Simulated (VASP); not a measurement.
# Na (I4/mmm) in VASP: a series of runs

The runs below take Na through equation of state, optical spectrum, with PBE, r2SCANh+rVV10.

Everything below comes from runs of VASP 6.6.1. Logs are shortened: lines on timing, memory, paths and dates and some standing lists are left out, and cuts for length are marked.

## (1) The structure

It takes space group I4/mmm (No. 139, tetragonal). Conventional cell: a = 3.777 Å, b = 3.777 Å, c = 5.275 Å, α = 90.00°, β = 90.00°, γ = 90.00°. Around Na (site symmetry 4/mmm) lie 12 Na at 3.75 to 3.78 Å.

This isn't the form of Na at room conditions, which is bcc.

## (2) Equation of state, PBE, 36.49 Å³/atom

File INCAR:

```
  PREC = Accurate
  ENCUT = 900
  EDIFF = 1E-8
  ISMEAR = 1
  SIGMA = 0.05
  LREAL = False
  LASPH = True
  NELM = 100
  ALGO = Normal
  ISIF = 2
  LWAVE = False
  LCHARG = False
  GGA = PE
  ADDGRID = False
```

File KPOINTS:

```
regular mesh
0
Gamma
  12 12 12
```

File POSCAR:

```
Na
1.0
   -1.8692161286      1.8692161286      2.6106357002
    1.8692161286     -1.8692161286      2.6106357002
    1.8692161286      1.8692161286     -2.6106357002
Na
1
Direct
    0.0000000000      0.0000000000      0.0000000000
```

Potentials or basis: VASP PAW PBE potentials, release 64 (Na_pv).

Started as:

```bash
$ cat potpaw_PBE.64/Na_pv/POTCAR > POTCAR
$ mpirun -np 1 vasp_std > vasp.out
```

OUTCAR:

```text
PREC = Accurate
   ENCUT = 900
   EDIFF = 1E-8
   ISMEAR = 1
   LREAL = False
   LASPH = True
   NELM = 100
   ISIF = 2
   GGA = PE

 ion  position               nearest neighbor table
   1  0.000  0.000  0.000-

  LATTYP: Found a body centered tetragonal cell.
 ALAT       =     3.7384322572
 C/A-ratio  =     1.3966473220

  Lattice vectors:

 A1 = (  -1.8692161286,   1.8692161286,   2.6106357002)
 A2 = (   1.8692161286,  -1.8692161286,   2.6106357002)
 A3 = (   1.8692161286,   1.8692161286,  -2.6106357002)

Analysis of symmetry for initial positions (statically):
=====================================================================
 Subroutine PRICEL returns:
 Original cell was already a primitive cell.

 Routine SETGRP: Setting up the symmetry group for a
 body centered tetragonal supercell.

 Subroutine GETGRP returns: Found 16 space group operations
 (whereof 16 operations were pure point group operations)
 out of a pool of 16 trial point group operations.

The static configuration has the point symmetry D_4h.

Analysis of symmetry for dynamics (positions and initial velocities):
=====================================================================
 Subroutine PRICEL returns:
 Original cell was already a primitive cell.

 Routine SETGRP: Setting up the symmetry group for a
 body centered tetragonal supercell.

 Subroutine GETGRP returns: Found 16 space group operations
 (whereof 16 operations were pure point group operations)
 out of a pool of 16 trial point group operations.

The dynamic configuration has the point symmetry D_4h.

 Subroutine INISYM returns: Found 16 space group operations
 (whereof 16 operations are pure point group operations),
 and found     1 'primitive' translations

----------------------------------------------------------------------------------------

                                     Primitive cell

  volume of cell :      36.4859

  direct lattice vectors                    reciprocal lattice vectors
    -1.869216129  1.869216129  2.610635700     0.000000000  0.267491807  0.191524233
     1.869216129 -1.869216129  2.610635700     0.267491807  0.000000000  0.191524233
     1.869216129  1.869216129 -2.610635700     0.267491807  0.267491807  0.000000000

  length of vectors
     3.715286884  3.715286884  3.715286884     0.328988448  0.328988448  0.378290541

[... 77 lines left out ...]
   NELM   =    100;   NELMIN=  2; NELMDL= -5     # of ELM steps
   EDIFF  = 0.1E-07   stopping-criterion for ELM
   LREAL  =      F    real-space projection
   EDIFFG = 0.1E-06   stopping-criterion for IOM
   NSW    =      0    number of steps for IOM
   IBRION =     -1    ionic relax: 0-MD 1-quasi-New 2-CG
   NFREE  =      0    steps in history (QN), initial steepest desc. (CG)
   ISIF   =      2    stress and relaxation
   ISYM   =      2    0-nonsym 1-usesym 2-fastsym
   POTIM  = 0.5000    time-step for ionic-motion
   TEBEG  =    0.0;   TEEND  =   0.0 temperature during run
   PSTRESS=    0.0 pullay stress
   NELECT =       7.0000    total number of electrons
   NUPDOWN=      -1.0000    fix difference up-down
   EMIN   =  10.00;   EMAX   =-10.00  energy-range for DOS
   EFERMI =   0.00;   METHOD = LEGACY
   ISMEAR =     1;   SIGMA  =   0.05  broadening in eV -4-tet -1-fermi 0-gaus
   EFERMI_NEDOS =   21; number of points for ismear=-14 and -15
   IALGO  =     38    algorithm
   IMIX   =      4    mixing-type and parameters
     AMIX     =   0.40;   BMIX     =  1.00
     AMIX_MAG =   1.60;   BMIX_MAG =  1.00
  volume/ion in A,a.u.               =      36.49       246.22
  Fermi-wavevector in a.u.,A,eV,Ry     =   0.944204  1.784286 12.129877  0.891521
  Thomas-Fermi vector in A             =   2.071986
   LORBIT       =      0    0 simple, 1 ext, 2 COOP (PROOUT), +10 PAW based schemes
   GGA     = PE    functional components
   LHFCALC =     F    Hartree Fock is set to
   AEXX    =    0.0000 exact exchange contribution
   IVDW    =     0    specifies the selected vdW correction
   LEPSILON=     F    determine dielectric tensor
   LRPA    =     F    only Hartree local field effects (RPA)
 non-spin polarized calculation
 Methfessel and Paxton  Order N= 1 SIGMA  =   0.05
  energy-cutoff  :      900.00
  volume of cell :       36.49
 maximum number of plane-waves:      2272
   NGX = 19   NGY = 19   NGZ = 19

 number of electron       6.9999999 magnetization

 Free energy of the ion-electron system (eV)
  ---------------------------------------------------
  ext. energy  EPLUGINS =         0.00000000
  ---------------------------------------------------
  free energy    TOTEN  =        -1.31292342 eV

  energy without entropy =       -1.31304973  energy(sigma->0) =       -1.31296552

 E-fermi :   0.2800     XC(G=0):  -6.5428

 val. band max:        0.2727282302   @ k =  -0.2500  -0.4167   0.1667
 cond. band min:       0.3680101531   @ k =  -0.0833   0.4167   0.0833
 fundamental gap:      0.0952819229
 Fermi energy:         0.2800170055

 k-point     1 :       0.0000    0.0000    0.0000
  band No.  band energies     occupation
      1     -24.5111      2.00000
      2     -24.5110      2.00000
      3     -24.5110      2.00000
      4      -2.9371      2.00000
      5      11.5530      0.00000
      6      11.5530      0.00000
      7      11.5967      0.00000
[... 221 lines left out ...]
 k-point    24 :      -0.4167    0.1667   -0.0000
  band No.  band energies     occupation
      1     -24.5402      2.00000
      2     -24.5197      2.00000
      3     -24.5181      2.00000
      4      -0.3993      2.00000
      5       3.9949      0.00000
      6       8.0237      0.00000
      7       8.9948      0.00000

 [... further k-points ...]

------------------------ aborting loop because EDIFF is reached ----------------------------------------

  FORCE on cell =-STRESS in cart. coord.  units (eV):
  Direction    XX          YY          ZZ          XY          YZ          ZX
  --------------------------------------------------------------------------------------
  -------------------------------------------------------------------------------------
  Total        0.0270474      0.0270474      0.0277521      0.0000000      0.0000000      0.0000000
  in kB        1.1877093      1.1877093      1.2186550      0.0000000      0.0000000      0.0000000
  external PRESSURE =       1.1980245 kB  Pullay stress =       0.0000000 kB

 VOLUME and BASIS-vectors are now :
 -----------------------------------------------------------------------------
  energy-cutoff  :      900.00
  volume of cell :       36.49
      direct lattice vectors                 reciprocal lattice vectors
    -1.869216129  1.869216129  2.610635700     0.000000000  0.267491807  0.191524233
     1.869216129 -1.869216129  2.610635700     0.267491807  0.000000000  0.191524233
     1.869216129  1.869216129 -2.610635700     0.267491807  0.267491807  0.000000000

 POSITION                                       TOTAL-FORCE (eV/Angst)
 -----------------------------------------------------------------------------------
      0.00000      0.00000      0.00000         0.000000      0.000000      0.000000
 -----------------------------------------------------------------------------------
    total drift:                               -0.000000     -0.000000      0.000000

  FREE ENERGIE OF THE ION-ELECTRON SYSTEM (eV)
  ---------------------------------------------------
  free  energy   TOTEN  =        -1.3129234151 eV

  energy  without entropy=       -1.3130497286  energy(sigma->0) =       -1.31296552
```

Run time: 35 s. Hardware: 1 thread of AMD EPYC 9R45 (Zen 5), shared host; peak memory 0.22 GiB.

What came out:

```
Free energy            : -1.3129 eV
Pressure               : 0.1 GPa
Band gap on the k mesh : none (metal or under the smearing width)
```

## (3) Equation of state, PBE, 38.74 Å³/atom

INCAR is that of step 2.

KPOINTS is that of step 2.

File POSCAR:

```
Na
1.0
   -1.9069882473      1.9069882473      2.6633900286
    1.9069882473     -1.9069882473      2.6633900286
    1.9069882473      1.9069882473     -2.6633900286
Na
1
Direct
    0.0000000000      0.0000000000      0.0000000000
```

Potentials or basis: VASP PAW PBE potentials, release 64 (Na_pv).

Started as:

```bash
$ cat potpaw_PBE.64/Na_pv/POTCAR > POTCAR
$ mpirun -np 1 vasp_std > vasp.out
```

Run time: 46 s. Hardware: 1 thread of AMD EPYC 9R45 (Zen 5), shared host; peak memory 0.24 GiB.

The run converged. Its results:

- Free energy: -1.3114 eV
- Pressure: -0.3 GPa
- Band gap on the k mesh: none (metal or under the smearing width)

## (4) Equation of state, PBE, 36.49 Å³/atom

Changes to INCAR since step 3:

```diff
@@ -1,6 +1,6 @@
   PREC = Accurate
-  ENCUT = 900
-  EDIFF = 1E-8
+  ENCUT = 220
+  EDIFF = 1E-6
   ISMEAR = 1
-  SIGMA = 0.05
+  SIGMA = 0.1
   LREAL = False
```

File KPOINTS:

```
regular mesh
0
Gamma
  2 2 2
```

File POSCAR:

```
Na
1.0
   -1.8692161286      1.8692161286      2.6106357002
    1.8692161286     -1.8692161286      2.6106357002
    1.8692161286      1.8692161286     -2.6106357002
Na
1
Direct
    0.0000000000      0.0000000000      0.0000000000
```

Started as:

```bash
$ cat potpaw_PBE.64/Na_pv/POTCAR > POTCAR
$ mpirun -np 1 vasp_std > vasp.out
```

Wall time 0.8 s (1 thread of AMD EPYC 9R45 (Zen 5), shared host); peak memory 0.08 GiB.

The run converged, but a check on its numbers failed (symmetry, net force, bounds or a known fault of this set-up), so they aren't taken as properties of the crystal.

Caveat: the k mesh is coarse (spacing up to 1.19 Å⁻¹), so the values aren't converged; the cutoff lies under the usual one of these potentials, so the numbers hold a large basis-set error.

## (5) Equation of state, PBE, 38.74 Å³/atom

INCAR is that of step 4.

KPOINTS is that of step 4.

File POSCAR:

```
Na
1.0
   -1.9069882473      1.9069882473      2.6633900286
    1.9069882473     -1.9069882473      2.6633900286
    1.9069882473      1.9069882473     -2.6633900286
Na
1
Direct
    0.0000000000      0.0000000000      0.0000000000
```

Started as:

```bash
$ cat potpaw_PBE.64/Na_pv/POTCAR > POTCAR
$ mpirun -np 1 vasp_std > vasp.out
```

Wall time 0.8 s (1 thread of AMD EPYC 9R45 (Zen 5), shared host); peak memory 0.08 GiB.

The run converged, but a check on its numbers failed (symmetry, net force, bounds or a known fault of this set-up), so they aren't taken as properties of the crystal.

Caveat: the k mesh is coarse (spacing up to 1.16 Å⁻¹), so the values aren't converged; the cutoff lies under the usual one of these potentials, so the numbers hold a large basis-set error.

## (6) Equation of state, PBE, 36.49 Å³/atom

Changes to INCAR since step 5:

```diff
@@ -1,3 +1,3 @@
   PREC = Accurate
-  ENCUT = 220
+  ENCUT = 280
   EDIFF = 1E-6
```

KPOINTS is that of step 5.

File POSCAR:

```
Na
1.0
   -1.8692161286      1.8692161286      2.6106357002
    1.8692161286     -1.8692161286      2.6106357002
    1.8692161286      1.8692161286     -2.6106357002
Na
1
Direct
    0.0000000000      0.0000000000      0.0000000000
```

Potentials or basis: VASP PAW PBE potentials, release 64 (Na_pv).

Started as:

```bash
$ cat potpaw_PBE.64/Na_pv/POTCAR > POTCAR
$ mpirun -np 1 vasp_std > vasp.out
```

It took 0.9 s on 1 thread of AMD EPYC 9R45 (Zen 5), shared host; peak memory 0.08 GiB.

These settings aren't checked as converged: the numbers below hold their error.

Results:

```
Free energy            : -0.4349 eV
Band gap on the k mesh : none (metal or under the smearing width)
```

Caveat: the k mesh is coarse (spacing up to 1.19 Å⁻¹), so the values aren't converged; the cutoff is under 1.25 times the usual one of these potentials, so pressure, stress and relaxed cells hold a basis-set (Pulay) error.

## (7) Equation of state, PBE, 38.74 Å³/atom

INCAR is that of step 6.

KPOINTS is that of step 6.

File POSCAR:

```
Na
1.0
   -1.9069882473      1.9069882473      2.6633900286
    1.9069882473     -1.9069882473      2.6633900286
    1.9069882473      1.9069882473     -2.6633900286
Na
1
Direct
    0.0000000000      0.0000000000      0.0000000000
```

Started as:

```bash
$ cat potpaw_PBE.64/Na_pv/POTCAR > POTCAR
$ mpirun -np 1 vasp_std > vasp.out
```

Wall time 1 s (1 thread of AMD EPYC 9R45 (Zen 5), shared host); peak memory 0.09 GiB.

These settings aren't checked as converged: the numbers below hold their error.

Results:

* Free energy: -0.4514 eV
* Band gap on the k mesh: none (metal or under the smearing width)

Caveat: the k mesh is coarse (spacing up to 1.16 Å⁻¹), so the values aren't converged; the cutoff is under 1.25 times the usual one of these potentials, so pressure, stress and relaxed cells hold a basis-set (Pulay) error.

## (8) Equation of state, PBE, 36.49 Å³/atom

Changes to INCAR since step 7:

```diff
@@ -1,3 +1,3 @@
   PREC = Accurate
-  ENCUT = 280
+  ENCUT = 340
   EDIFF = 1E-6
```

KPOINTS is that of step 7.

File POSCAR:

```
Na
1.0
   -1.8692161286      1.8692161286      2.6106357002
    1.8692161286     -1.8692161286      2.6106357002
    1.8692161286      1.8692161286     -2.6106357002
Na
1
Direct
    0.0000000000      0.0000000000      0.0000000000
```

Started as:

```bash
$ cat potpaw_PBE.64/Na_pv/POTCAR > POTCAR
$ mpirun -np 1 vasp_std > vasp.out
```

It took 1 s on 1 thread of AMD EPYC 9R45 (Zen 5), shared host; peak memory 0.09 GiB.

These settings aren't checked as converged: the numbers below hold their error.

Results:

```
Free energy            : -0.4364 eV
Pressure               : 1.5 GPa
Band gap on the k mesh : none (metal or under the smearing width)
```

Caveat: the k mesh is coarse (spacing up to 1.19 Å⁻¹), so the values aren't converged.

## (9) Equation of state, PBE, 38.74 Å³/atom

INCAR is that of step 8.

KPOINTS is that of step 8.

File POSCAR:

```
Na
1.0
   -1.9069882473      1.9069882473      2.6633900286
    1.9069882473     -1.9069882473      2.6633900286
    1.9069882473      1.9069882473     -2.6633900286
Na
1
Direct
    0.0000000000      0.0000000000      0.0000000000
```

Potentials or basis: VASP PAW PBE potentials, release 64 (Na_pv).

Started as:

```bash
$ cat potpaw_PBE.64/Na_pv/POTCAR > POTCAR
$ mpirun -np 1 vasp_std > vasp.out
```

It took 1 s on 1 thread of AMD EPYC 9R45 (Zen 5), shared host; peak memory 0.09 GiB.

These settings aren't checked as converged: the numbers below hold their error.

Results:

```
Free energy            : -0.4533 eV
Pressure               : 0.8 GPa
Band gap on the k mesh : none (metal or under the smearing width)
```

Caveat: the k mesh is coarse (spacing up to 1.16 Å⁻¹), so the values aren't converged.

## (10) Equation of state, PBE, 36.49 Å³/atom

Changes to INCAR since step 9:

```diff
@@ -1,3 +1,3 @@
   PREC = Accurate
-  ENCUT = 340
+  ENCUT = 460
   EDIFF = 1E-6
```

KPOINTS is that of step 9.

File POSCAR:

```
Na
1.0
   -1.8692161286      1.8692161286      2.6106357002
    1.8692161286     -1.8692161286      2.6106357002
    1.8692161286      1.8692161286     -2.6106357002
Na
1
Direct
    0.0000000000      0.0000000000      0.0000000000
```

Started as:

```bash
$ cat potpaw_PBE.64/Na_pv/POTCAR > POTCAR
$ mpirun -np 1 vasp_std > vasp.out
```

Run time: 1.4 s. Hardware: 1 thread of AMD EPYC 9R45 (Zen 5), shared host; peak memory 0.11 GiB.

The run converged, but some of its settings lie outside the range that counts as converged, so its numbers aren't taken as properties of the crystal.

Results:

| Property | Result |
| --- | --- |
| Free energy | -0.4355 eV |
| Pressure | 1.4 GPa |
| Band gap on the k mesh | none (metal or under the smearing width) |

Caveat: the k mesh is coarse (spacing up to 1.19 Å⁻¹), so the values aren't converged.

## (11) Equation of state, PBE, 38.74 Å³/atom

INCAR is that of step 10.

KPOINTS is that of step 10.

File POSCAR:

```
Na
1.0
   -1.9069882473      1.9069882473      2.6633900286
    1.9069882473     -1.9069882473      2.6633900286
    1.9069882473      1.9069882473     -2.6633900286
Na
1
Direct
    0.0000000000      0.0000000000      0.0000000000
```

Started as:

```bash
$ cat potpaw_PBE.64/Na_pv/POTCAR > POTCAR
$ mpirun -np 1 vasp_std > vasp.out
```

Run time: 1.3 s. Hardware: 1 thread of AMD EPYC 9R45 (Zen 5), shared host; peak memory 0.11 GiB.

The run converged, but some of its settings lie outside the range that counts as converged, so its numbers aren't taken as properties of the crystal.

Results:

| Property | Result |
| --- | --- |
| Free energy | -0.4525 eV |
| Pressure | 0.8 GPa |
| Band gap on the k mesh | none (metal or under the smearing width) |

Caveat: the k mesh is coarse (spacing up to 1.16 Å⁻¹), so the values aren't converged.

## (12) Equation of state, PBE, 36.49 Å³/atom

Changes to INCAR since step 11:

```diff
@@ -1,3 +1,3 @@
   PREC = Accurate
-  ENCUT = 460
+  ENCUT = 520
   EDIFF = 1E-6
```

KPOINTS is that of step 11.

File POSCAR:

```
Na
1.0
   -1.8692161286      1.8692161286      2.6106357002
    1.8692161286     -1.8692161286      2.6106357002
    1.8692161286      1.8692161286     -2.6106357002
Na
1
Direct
    0.0000000000      0.0000000000      0.0000000000
```

Potentials or basis: VASP PAW PBE potentials, release 64 (Na_pv).

Started as:

```bash
$ cat potpaw_PBE.64/Na_pv/POTCAR > POTCAR
$ mpirun -np 1 vasp_std > vasp.out
```

Wall time 1.4 s (1 thread of AMD EPYC 9R45 (Zen 5), shared host); peak memory 0.11 GiB.

The run converged, but some of its settings lie outside the range that counts as converged, so its numbers aren't taken as properties of the crystal.

What came out:

```
Free energy            : -0.4358 eV
Pressure               : 1.5 GPa
Band gap on the k mesh : none (metal or under the smearing width)
```

Caveat: the k mesh is coarse (spacing up to 1.19 Å⁻¹), so the values aren't converged.

## (13) Equation of state, PBE, 38.74 Å³/atom

INCAR is that of step 12.

KPOINTS is that of step 12.

File POSCAR:

```
Na
1.0
   -1.9069882473      1.9069882473      2.6633900286
    1.9069882473     -1.9069882473      2.6633900286
    1.9069882473      1.9069882473     -2.6633900286
Na
1
Direct
    0.0000000000      0.0000000000      0.0000000000
```

Started as:

```bash
$ cat potpaw_PBE.64/Na_pv/POTCAR > POTCAR
$ mpirun -np 1 vasp_std > vasp.out
```

Run time: 1.2 s. Hardware: 1 thread of AMD EPYC 9R45 (Zen 5), shared host; peak memory 0.11 GiB.

These settings aren't checked as converged: the numbers below hold their error.

Results:

```
Free energy            : -0.4528 eV
Pressure               : 0.7 GPa
Band gap on the k mesh : none (metal or under the smearing width)
```

Caveat: the k mesh is coarse (spacing up to 1.16 Å⁻¹), so the values aren't converged.

## (14) Equation of state, PBE, 36.49 Å³/atom

Changes to INCAR since step 13:

```diff
@@ -1,3 +1,3 @@
   PREC = Accurate
-  ENCUT = 520
+  ENCUT = 650
   EDIFF = 1E-6
```

KPOINTS is that of step 13.

File POSCAR:

```
Na
1.0
   -1.8692161286      1.8692161286      2.6106357002
    1.8692161286     -1.8692161286      2.6106357002
    1.8692161286      1.8692161286     -2.6106357002
Na
1
Direct
    0.0000000000      0.0000000000      0.0000000000
```

Started as:

```bash
$ cat potpaw_PBE.64/Na_pv/POTCAR > POTCAR
$ mpirun -np 1 vasp_std > vasp.out
```

Run time: 1.6 s. Hardware: 1 thread of AMD EPYC 9R45 (Zen 5), shared host; peak memory 0.13 GiB.

These settings aren't checked as converged: the numbers below hold their error.

What came out:

```yaml
Free_energy: -0.4357 eV
Pressure: 1.5 GPa
Band_gap_on_the_k_mesh: none (metal or under the smearing width)
```

Caveat: the k mesh is coarse (spacing up to 1.19 Å⁻¹), so the values aren't converged.

## (15) Equation of state, PBE, 38.74 Å³/atom

INCAR is that of step 14.

KPOINTS is that of step 14.

File POSCAR:

```
Na
1.0
   -1.9069882473      1.9069882473      2.6633900286
    1.9069882473     -1.9069882473      2.6633900286
    1.9069882473      1.9069882473     -2.6633900286
Na
1
Direct
    0.0000000000      0.0000000000      0.0000000000
```

Potentials or basis: VASP PAW PBE potentials, release 64 (Na_pv).

Started as:

```bash
$ cat potpaw_PBE.64/Na_pv/POTCAR > POTCAR
$ mpirun -np 1 vasp_std > vasp.out
```

Run time: 1.7 s. Hardware: 1 thread of AMD EPYC 9R45 (Zen 5), shared host; peak memory 0.13 GiB.

These settings aren't checked as converged: the numbers below hold their error.

What came out:

```yaml
Free_energy: -0.4527 eV
Pressure: 0.9 GPa
Band_gap_on_the_k_mesh: none (metal or under the smearing width)
```

Caveat: the k mesh is coarse (spacing up to 1.16 Å⁻¹), so the values aren't converged.

(Part 1 of 6 ends here.)
